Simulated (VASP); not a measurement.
# Shielding tensors and field gradients of NaF (Villiaumite)

What are the shielding tensors of NaF (Villiaumite)? The cell is of the rock-salt type, one of the forms listed for this formula, which need not be the common one. The start is a cell from a database of measured crystal structures.

Calculated with VASP 6.6.1; PBE; plane waves and PAW (Na_pv, F), in the first sound run; inputs show where later runs differ.

Most raw output is cut from this account.

### 1. Starting point

The structure is cubic, space group Fm-3m (No. 225). The conventional cell has a = 4.640 Å, b = 4.640 Å, c = 4.640 Å, α = 90.00°, β = 90.00°, γ = 90.00°. Na has 6 F at 2.32 Å nearest. Nearest to F lie 6 Na at 2.32 Å. Farther neighbours and most contacts between anions are not listed.

### 2. Ground state

The next steps need an insulator, so the gap is checked first.

The input, INCAR:

```
SYSTEM = NaF
PREC = Accurate
ENCUT = 520
EDIFF = 1E-07
NELM = 100
ISMEAR = 0
SIGMA = 0.01
LREAL = .FALSE.
ALGO = Normal
GGA = PE
NBANDS = 13
LORBIT = 11
LWAVE = .FALSE.
LCHARG = .FALSE.
KPAR = 4
```

The input, POSCAR:

```
NaF
1.0
    0.0000000000      2.3200000000      2.3200000000
    2.3200000000      0.0000000000      2.3200000000
    2.3200000000      2.3200000000      0.0000000000
Na F
1 1
Direct
    0.0000000000      0.0000000000      0.0000000000
    0.5000000000      0.5000000000      0.5000000000
```

The input, KPOINTS:

```
Automatic mesh
0
Gamma
7 7 7
0 0 0
```

PAW data sets: Na_pv and F (PBE family, release 64).

Run with:

```
mpirun -np 4 vasp_std
```

Elapsed: 5.4 s, on 4 MPI ranks of AMD EPYC 7R43, shared host; peak memory 0.41 GiB.

The gap is read on the k-mesh alone, so it is an upper bound where the band edges lie off the mesh.

Numbers from this step:

| Property | Result |
| --- | --- |
| free energy (TOTEN) | -8.563 eV |
| Fermi energy | -2.044 eV |
| pressure | 1.808 GPa |
| gap on the k-mesh | 6.279 eV |
| least direct gap on the k-mesh | 6.279 eV |

The cell has a gap of 6.28 eV on this mesh.

### 3. Shielding tensors

This step: chemical shifts by linear response (GIPAW), PBE; plane waves and PAW (Na_pv, F) (VASP 6.6.1).

LCHIMAG computes the induced currents by linear response. It needs tightly converged orbitals and a cutoff well above the default; LEFG adds the field gradients at no cost.

The input, INCAR:

```
SYSTEM = NaF
PREC = Accurate
ENCUT = 560
EDIFF = 1E-09
NELM = 100
ISMEAR = 0
SIGMA = 0.01
LREAL = .FALSE.
ALGO = Normal
GGA = PE
NBANDS = 13
LWAVE = .FALSE.
LCHARG = .FALSE.
KPAR = 4
LCHIMAG = .TRUE.
LEFG = .TRUE.
DQ = 0.001
ICHIBARE = 1
LNMR_SYM_RED = .TRUE.
```

POSCAR is that of step 2.

The input, KPOINTS:

```
Automatic mesh
0
Gamma
8 8 8
0 0 0
```

Run with:

```
mpirun -np 4 vasp_std
```

The job ended after 4.2 min (4 MPI ranks; peak memory 0.62 GiB).

This step gave:

```yaml
fermi_energy: -2.054 eV
pressure: 1.832 GPa
```

Valence and core; the G = 0 term is that of a spherical sample. NMR shielding, by row:

```
atom  isotropic shielding (ppm)  span (ppm)  skew  isotropic shielding without the G = 0 term (ppm)
 Na1                      544.2           0     -                                             537.8
  F2                      391.6           0     -                                             385.3
```

Ordered as |Vzz| ≥ |Vxx| ≥ |Vyy|, the program's way. Electric field gradients, by row:

```
atom  Vxx (V/Å²)  Vyy (V/Å²)  Vzz (V/Å²)  asymmetry
 Na1       0.002       0.002      -0.004          -
  F2      -0.002      -0.002       0.003          -
```

### 4. Another functional

This step: chemical shifts by linear response (GIPAW), PBEsol; plane waves and PAW (Na_pv, F) (VASP 6.6.1).

The functional is changed, to see how much the shieldings depend on it.

INCAR, as its differences from that of step 3:

```diff
@@ -9,3 +9,3 @@
 ALGO = Normal
-GGA = PE
+GGA = PS
 NBANDS = 13
```

POSCAR is that of step 3.

KPOINTS is that of step 3.

Run with:

```
mpirun -np 4 vasp_std
```

It took 3.7 min on 4 MPI ranks; peak memory 0.64 GiB.

The PAW data sets were made with PBE, which is usual practice but a small mismatch for other functionals.

This step gave:

```
free energy (TOTEN)            : -8.769 eV
Fermi energy                   : -2.128 eV
pressure                       : -0.3314 GPa
gap on the k-mesh              : 6.141 eV
least direct gap on the k-mesh : 6.141 eV
```

Valence and core; the G = 0 term is that of a spherical sample. NMR shielding, by row:

```
atom  isotropic shielding (ppm)  span (ppm)  skew  isotropic shielding without the G = 0 term (ppm)
 Na1                      541.4           0     -                                               535
  F2                      387.5           0     -                                             381.1
```

Ordered as |Vzz| ≥ |Vxx| ≥ |Vyy|, the program's way. Electric field gradients, by row:

```
atom  Vxx (V/Å²)  Vyy (V/Å²)  Vzz (V/Å²)  asymmetry
 Na1       0.002       0.002      -0.004          -
  F2      -0.002      -0.002       0.003          -
```

Against the first shielding run the largest change is -4.2 ppm, on F2.

### 5. Summary

This step: chemical shifts by linear response (GIPAW), PBE, PBEsol; plane waves and PAW (VASP 6.6.1).

Derived from the runs above.

Isotropic shieldings. Cost is wall time times ranks on a shared host. Shieldings by setting:

```
                run  ENCUT (eV)  k mesh  Na1, Wyckoff letter a (ppm)  F2, Wyckoff letter b (ppm)  cost (core minutes)
first shielding run         560   8x8x8                        544.2                       391.6                16.94
 another functional         560   8x8x8                        541.4                       387.5                14.94
```

### 6. What came out

```yaml
na_isotropic_shielding: 544.2 ppm
f_isotropic_shielding: 391.6 ppm
```

In words: At PBE, in the first shielding run, the isotropic shieldings are Na 544.2 ppm; F 391.6 ppm. In the first shielding run all tensors are isotropic to 0.5 ppm, as the cubic site symmetry asks. In the undistorted cell the field gradients vanish by symmetry; what its table shows is numerical noise. Against the first shielding run, the one with another functional moves the shieldings by at most 4.2 ppm. Shifts were not obtained, since a shift is the shielding of a reference compound, computed alike, less these values. The G = 0 term is the part set by the sample's shape, taken here for a sphere. No finer mesh was run, so convergence in it isn't shown. VASP's guide advises LASPH and NLSPLINE for shieldings, which this input doesn't set; the effect wasn't tested. Where the functional isn't the one that the data sets were made with, the shieldings hold that mismatch too. The cell is of the rock-salt type, one of the forms listed for this formula, which need not be the common one.

[Lines on the potential files, build, host, timing and source positions are cut from VASP's logs without a mark.]

[Logs are printed without paths, hosts, clocks, repeated set-up lines and the standing remarks that a program may print on its own settings, such as how far it seeks lower states.]

[Hosts, paths, dates, database ids (printed as entryN), source tags and the programs' standing remarks are cut or masked in the printed files.]
